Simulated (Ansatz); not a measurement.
Relaxed-ion elastic tensor of RuO$_{2}$ (rutile, P4_2/mnm) in GPa (Voigt order), LDA (plane waves, PAW; program Ansatz); density 7.34 g/cm³, 10.04 Å³ per atom.

```
332  293  239  0.0  0.0  0.0
293  332  239  0.0  0.0  0.0
239  239  613  0.0  0.0  0.0
0.0  0.0  0.0  118  0.0  0.0
0.0  0.0  0.0  0.0  118  0.0
0.0  0.0  0.0  0.0  0.0  253
```

**Question.** Is the crystal mechanically stable?

**Answer.** Yes: the smallest eigenvalue of C is 38.9 GPa.

**Question.** Work out the Voigt, Reuss and Hill averages.

**Answer.** K_V = 313, K_R = 300, K_H = 307; G_V = 132, G_R = 63.1, G_H = 97.4 GPa.

**Question.** Give Young's modulus, Poisson's ratio, Pugh's ratio and the universal anisotropy index.

**Answer.** E = 9KG/(3K + G) = 264 GPa; ν = 0.36; K/G = 3.15 (ductile by the Pugh limit of 1.75); A_U = 5G_V/G_R + K_V/K_R − 6 = 5.47.

**Question.** Estimate the sound speeds and the Debye temperature.

**Answer.** v_l = √((K + 4G/3)/ρ) = 7710 m/s, v_t = √(G/ρ) = 3640 m/s, mean 4100 m/s; Θ = (h/k)(3n/4πV)^(1/3) v_m = 566 K.

**Question.** Solve the Christoffel equation for the three sound speeds along x, y, z.

**Answer.** Eigenvalues of C_ijkl n_j n_l equal ρv². In km/s, slowest first: x 4.01, 5.87, 6.72; y 4.01, 5.87, 6.72; z 4.01, 4.01, 9.14.

**Question.** How much does each axis shrink under pressure?

**Answer.** Linear compressibilities β_i = Σ_j S_ij (j = 1 to 3): x 1.4, y 1.4, z 0.55 per TPa.

The LDA relaxation kept the symmetry of its start; of distortions, only those at the zone centre were tested. No spin polarisation was allowed. As this level gives no gap, shear constants depend on the k-mesh and smearing (Fermi–Dirac, 0.1 eV here). On the denser mesh and wider smearing of the elastic run this cell carries a stress of 0.3 GPa.

Potentials: the later of the program's two PAW sets.
